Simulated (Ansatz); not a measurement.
Runs of Ansatz 0.2.0 on SiO2. Symmetry: Fddd, No. 70, orthorhombic system. The conventional cell has a = 4.719 Å, b = 9.433 Å, c = 14.726 Å, α = 90.00°, β = 90.00°, γ = 90.00°. Si (site symmetry 2) has 4 O at 1.60 to 1.62 Å as nearest neighbours. O (site symmetry 2) is surrounded by 2 Si at 1.62 Å. O (site symmetry -1) has 2 Si at 1.60 Å as nearest neighbours. The cell comes from a database or a generator and needn't be the stable form of this composition.

```csv
task,level,cell,k mesh,cutoff (eV),gap on the mesh (eV),pressure (GPa),relaxed volume (Å³/atom),largest force (eV/Å)
single point,PBE,as given,5 × 5 × 5,420,5.78,(c),-,(a)
single point,PBE,as given,7 × 7 × 7,350,5.77,4.9,-,0.36
relaxation of cell and atoms,RPBE,relaxed,7 × 7 × 7,420,5.66,0.0,14.28,-
relaxation of cell and atoms,r2SCAN+D3(BJ),relaxed,7 × 7 × 7,500,6.43,0.0,(b),-
```

Alike in all rows: potentials or basis Ansatz PAW; no spin polarisation; smearing fermi-dirac 0.05 eV.

Estimate the missing entries.

(a) 0.37; (b) 13.57; (c) 5.0.

Caveats: odd divisions of the mesh miss points on the zone boundary, where band edges often lie, so the gap on the mesh can be too wide; the plane-wave basis is chosen anew once the cell has moved, so the energies of steps on either side of that aren't comparable (some runs); the PAW data sets come from PBE, with cores solved anew for the run's functional, which leaves a small shift of forces and pressure (some runs); the pressure holds a Pulay correction of +5.9 GPa for the finite cutoff (some runs); the cutoff lies under the one recommended for these potentials (some runs); the dispersion damping was fitted for another functional or another form of the correction (some runs).

A k mesh can miss the band edges.
